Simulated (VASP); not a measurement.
# MgS (Fm-3m) in VASP: settings compared

The runs below take MgS through relaxation of cell and atoms, single point, with PBE+D3(BJ), PBEsol.

All numbers are computed with VASP 6.6.1; they aren't measurements. Logs are shortened: lines on timing, memory, paths and dates and some standing lists are left out, and cuts for length are marked.

### Step 1. Starting point

The structure is cubic, space group Fm-3m (No. 225). The conventional cell has a = 5.209 Å, b = 5.209 Å, c = 5.209 Å, α = 90.00°, β = 90.00°, γ = 90.00°. Mg (site symmetry m-3m) has 6 S at 2.60 Å as nearest neighbours. S (site symmetry m-3m) has 6 Mg at 2.60 Å as nearest neighbours.

The cell is a database's computed one.

### Step 2. Relaxation of cell and atoms, PBE+D3(BJ)

INCAR reads:

```
  PREC = Accurate
  ENCUT = 600
  EDIFF = 1E-7
  ISMEAR = 0
  SIGMA = 0.02
  LREAL = F
  LASPH = T
  NELM = 60
  ALGO = Normal
  ISIF = 3
  LWAVE = F
  LCHARG = F
  GGA = PE
  IVDW = 12
  IBRION = 2
  NSW = 90
  EDIFFG = -0.005
```

KPOINTS reads:

```
regular mesh
0
Gamma
  8 8 8
```

POSCAR reads:

```
MgS
1.0
    0.0000000000      2.6043975600      2.6043975600
    2.6043975600      0.0000000000      2.6043975600
    2.6043975600      2.6043975600      0.0000000000
Mg S
1 1
Direct
    0.0000000000      0.0000000000      0.0000000000
    0.5000000000      0.5000000000      0.5000000000
```

Potentials or basis: VASP PAW PBE potentials, release 64 (Mg, S).

Launch:

```bash
cat potpaw_PBE.64/Mg/POTCAR potpaw_PBE.64/S/POTCAR > POTCAR
mpirun -np 1 vasp_std > vasp.out
```

OUTCAR:

```text
PREC = Accurate
   ENCUT = 600
   EDIFF = 1E-7
   ISMEAR = 0
   LREAL = F
   LASPH = T
   NELM = 60
   ISIF = 3
   GGA = PE
   IVDW = 12
   IBRION = 2
   NSW = 90
   EDIFFG = -0.005
 IVDW          = 12

 ion  position               nearest neighbor table
   1  0.000  0.000  0.000-   2 2.60   2 2.60   2 2.60   2 2.60   2 2.60   2 2.60
   2  0.500  0.500  0.500-   1 2.60   1 2.60   1 2.60   1 2.60   1 2.60   1 2.60

  LATTYP: Found a face centered cubic cell.
 ALAT       =     5.2087951200

  Lattice vectors:

 A1 = (   0.0000000000,   2.6043975600,   2.6043975600)
 A2 = (   2.6043975600,   0.0000000000,   2.6043975600)
 A3 = (   2.6043975600,   2.6043975600,   0.0000000000)

Analysis of symmetry for initial positions (statically):
=====================================================================
 Subroutine PRICEL returns:
 Original cell was already a primitive cell.

 Routine SETGRP: Setting up the symmetry group for a
 face centered cubic supercell.

 Subroutine GETGRP returns: Found 48 space group operations
 (whereof 48 operations were pure point group operations)
 out of a pool of 48 trial point group operations.

The static configuration has the point symmetry O_h .

Analysis of symmetry for dynamics (positions and initial velocities):
=====================================================================
 Subroutine PRICEL returns:
 Original cell was already a primitive cell.

 Routine SETGRP: Setting up the symmetry group for a
 face centered cubic supercell.

 Subroutine GETGRP returns: Found 48 space group operations
 (whereof 48 operations were pure point group operations)
 out of a pool of 48 trial point group operations.

The dynamic configuration has the point symmetry O_h .

 Subroutine INISYM returns: Found 48 space group operations
 (whereof 48 operations are pure point group operations),
 and found     1 'primitive' translations

----------------------------------------------------------------------------------------

                                     Primitive cell

  volume of cell :      35.3307

  direct lattice vectors                    reciprocal lattice vectors
     0.000000000  2.604397560  2.604397560    -0.191982978  0.191982978  0.191982978
     2.604397560  0.000000000  2.604397560     0.191982978 -0.191982978  0.191982978
     2.604397560  2.604397560  0.000000000     0.191982978  0.191982978 -0.191982978

  length of vectors
     3.683174351  3.683174351  3.683174351     0.332524272  0.332524272  0.332524272

  position of ions in fractional coordinates (direct lattice)
     0.000000000  0.000000000  0.000000000
[... 70 lines left out ...]
   ISTART =      0    job   : 0-new  1-cont  2-samecut
   ICHARG =      2    charge: 1-file 2-atom 10-const
   ISPIN  =      1    spin polarized calculation?
   LNONCOLLINEAR =      F non collinear calculations
   LSORBIT =      F    spin-orbit coupling
   LASPH  =      T    aspherical Exc in radial PAW
   ENCUT  =  600.0 eV  44.10 Ry    6.64 a.u.   7.36  7.36  7.36*2*pi/ulx,y,z
   NELM   =     60;   NELMIN=  2; NELMDL= -5     # of ELM steps
   EDIFF  = 0.1E-06   stopping-criterion for ELM
   LREAL  =      F    real-space projection
   EDIFFG = -.5E-02   stopping-criterion for IOM
   NSW    =     90    number of steps for IOM
   IBRION =      2    ionic relax: 0-MD 1-quasi-New 2-CG
   NFREE  =      1    steps in history (QN), initial steepest desc. (CG)
   ISIF   =      3    stress and relaxation
   ISYM   =      2    0-nonsym 1-usesym 2-fastsym
   POTIM  = 0.5000    time-step for ionic-motion
   TEBEG  =    0.0;   TEEND  =   0.0 temperature during run
   PSTRESS=    0.0 pullay stress
   NELECT =       8.0000    total number of electrons
   NUPDOWN=      -1.0000    fix difference up-down
   EMIN   =  10.00;   EMAX   =-10.00  energy-range for DOS
   EFERMI =   0.00;   METHOD = LEGACY
   ISMEAR =     0;   SIGMA  =   0.02  broadening in eV -4-tet -1-fermi 0-gaus
   EFERMI_NEDOS =   21; number of points for ismear=-14 and -15
   IALGO  =     38    algorithm
   IMIX   =      4    mixing-type and parameters
     AMIX     =   0.40;   BMIX     =  1.00
     AMIX_MAG =   1.60;   BMIX_MAG =  1.00
  volume/ion in A,a.u.               =      17.67       119.21
  Fermi-wavevector in a.u.,A,eV,Ry     =   0.997825  1.885615 13.546695  0.995654
  Thomas-Fermi vector in A             =   2.130007
   LORBIT       =      0    0 simple, 1 ext, 2 COOP (PROOUT), +10 PAW based schemes
   GGA     = PE    functional components
   LHFCALC =     F    Hartree Fock is set to
   AEXX    =    0.0000 exact exchange contribution
   IVDW    =    12    specifies the selected vdW correction
   LEPSILON=     F    determine dielectric tensor
   LRPA    =     F    only Hartree local field effects (RPA)
 conjugate gradient relaxation of ions
 non-spin polarized calculation
 Gauss-broadening in eV      SIGMA  =   0.02
  energy-cutoff  :      600.00
  volume of cell :       35.33
 maximum number of plane-waves:      1243
 NGX is ok and might be reduce to    30
   NGX = 15   NGY = 15   NGZ = 15

--------------------------------------- Ionic step        1  -------------------------------------------

 number of electron       7.9999999 magnetization

 Free energy of the ion-electron system (eV)
  ---------------------------------------------------
  ext. energy  EPLUGINS =         0.00000000
  ---------------------------------------------------
  free energy    TOTEN  =        -8.50277126 eV

  energy without entropy =       -8.50277126  energy(sigma->0) =       -8.50277126

------------------------ aborting loop because EDIFF is reached ----------------------------------------

 Edisp (eV)   -0.70860

 E8    (eV) :    -0.2852
[... 71 lines left out ...]
--------------------------------------- Ionic step        3  -------------------------------------------

 number of electron       8.0000001 magnetization

 Free energy of the ion-electron system (eV)
  ---------------------------------------------------
  ext. energy  EPLUGINS =         0.00000000
  ---------------------------------------------------
  free energy    TOTEN  =        -8.48753651 eV

  energy without entropy =       -8.48753651  energy(sigma->0) =       -8.48753651

 E-fermi :   4.1460     XC(G=0):  -9.8185

 val. band max:        4.0100431531   @ k =   0.0000   0.0000   0.0000
 cond. band min:       6.8532686938   @ k =   0.5000   0.5000   0.0000
 fundamental gap:      2.8432255407
 Fermi energy:         4.1459602223

 k-point     1 :       0.0000    0.0000    0.0000
  band No.  band energies     occupation
      1      -8.8393      2.00000
      2       4.0100      2.00000
      3       4.0100      2.00000
      4       4.0100      2.00000
      5       7.9738      0.00000
      6      11.9427      0.00000
      7      11.9427      0.00000
      8      11.9427      0.00000
[... 243 lines left out ...]
 k-point    24 :      -0.3750    0.2500    0.1250
  band No.  band energies     occupation
      1      -7.2434      2.00000
      2      -0.4489      2.00000
      3       1.7802      2.00000
      4       2.8040      2.00000
      5       9.6571      0.00000
      6      10.1856      0.00000
      7      12.5282      0.00000
      8      13.5846      0.00000

 [... further k-points ...]

------------------------ aborting loop because EDIFF is reached ----------------------------------------

 Edisp (eV)   -0.73401

 E8    (eV) :    -0.2953
[... 25 lines left out ...]
  FREE ENERGIE OF THE ION-ELECTRON SYSTEM (eV)
  ---------------------------------------------------
  free  energy   TOTEN  =        -9.2215427093 eV

  energy  without entropy=       -9.2215427093  energy(sigma->0) =       -9.22154271

 reached required accuracy - stopping structural energy minimisation
```

Run time: 30 s. Hardware: 1 thread of Intel Xeon Platinum 8488C (Sapphire Rapids), shared host; peak memory 0.18 GiB.

What came out:

```
Free energy                            : -9.2215 eV
Relaxed volume                         : 17.06 Å³/atom
Relaxed cell                           : a = 3.641 Å, b = 3.641 Å, c = 3.641 Å, α = 60.00°, β = 60.00°, γ = 60.00°
Space group after relaxing (to 0.05 Å) : Fm-3m (No. 225)
Energy gained by relaxing              : 5.1 meV/atom
Ionic steps                            : 3
Pressure after relaxing                : 0.0 GPa
Band gap on the k mesh                 : 2.84 eV, indirect (least direct gap 3.96 eV)
Dispersion energy per atom             : -0.367 eV
```

The path:
```
step  energy change (eV)  largest force (eV/Å)  pressure (GPa)  volume (Å³)
   1              0.0000                0.0000           -2.63        35.33
   2             -0.0096                0.0000            0.65        33.87
   3             -0.0102                0.0000            0.01        34.13
```

Final structure:
```
CELL_PARAMETERS angstrom
0.00000 2.57455 2.57455
2.57455 0.00000 2.57455
2.57455 2.57455 0.00000
ATOMIC_POSITIONS crystal
Mg 0.00000 0.00000 0.00000
S 0.50000 0.50000 0.50000
```

A k mesh can miss the band edges.

### Step 3. Relaxation of cell and atoms, PBEsol

INCAR: that of step 2 with these lines changed.

```diff
@@ -1,3 +1,3 @@
   PREC = Accurate
-  ENCUT = 600
+  ENCUT = 300
   EDIFF = 1E-7
@@ -12,4 +12,3 @@
   LCHARG = F
-  GGA = PE
-  IVDW = 12
+  GGA = PS
   IBRION = 2
```

KPOINTS is that of step 2.

POSCAR is that of step 2.

Potentials or basis: VASP PAW PBE potentials, release 64 (Mg, S).

Launch:

```bash
cat potpaw_PBE.64/Mg/POTCAR potpaw_PBE.64/S/POTCAR > POTCAR
mpirun -np 1 vasp_std > vasp.out
```

Wall time 12 s (1 thread of Intel Xeon Platinum 8488C (Sapphire Rapids), shared host); peak memory 0.13 GiB.

Results (log left out):

```yaml
Free_energy: -9.0726 eV
Relaxed_volume: 17.32 Å³/atom
Relaxed_cell: a = 3.659 Å, b = 3.659 Å, c = 3.659 Å, α = 60.00°, β = 60.00°, γ = 60.00°
Space_group_after_relaxing_to_0.05_Å: Fm-3m (No. 225)
Energy_gained_by_relaxing: 1.7 meV/atom
Ionic_steps: 3
Pressure_after_relaxing: 0.0 GPa
Band_gap_on_the_k_mesh: 2.74 eV, indirect (least direct gap 3.72 eV)
```

The path:
| step | energy change (eV) | largest force (eV/Å) | pressure (GPa) | volume (Å³) |
| --- | --- | --- | --- | --- |
| 1 | 0.0000 | 0.0000 | -1.54 | 35.33 |
| 2 | -0.0032 | 0.0000 | 0.40 | 34.47 |
| 3 | -0.0034 | 0.0000 | 0.00 | 34.64 |

Final structure:
```
CELL_PARAMETERS angstrom
0.00000 2.58724 2.58724
2.58724 0.00000 2.58724
2.58724 2.58724 0.00000
ATOMIC_POSITIONS crystal
Mg 0.00000 0.00000 0.00000
S 0.50000 0.50000 0.50000
```

Levels at points of the mesh, in eV from the valence-band top:
```csv
k point,band 1,band 2,band 3,band 4,band 5,band 6,band 7,band 8
"(0.00, 0.00, 0.00)",-12.78,0.00,0.00,0.00,3.72,7.85,7.85,7.85
"(0.50, 0.00, 0.00)",-11.41,-4.98,-0.62,-0.62,4.43,6.85,6.85,10.25
"(0.50, 0.50, 0.00)",-11.02,-4.35,-1.75,-1.75,2.74,4.19,12.04,12.88
```

Caveat: the cutoff is under 1.25 times the usual one of these potentials, so pressure, stress and relaxed cells hold a basis-set (Pulay) error; the PAW data sets were made with another functional, which shifts forces and pressure a little. A k mesh can miss the band edges.

(Part 1 of 2 ends here.)
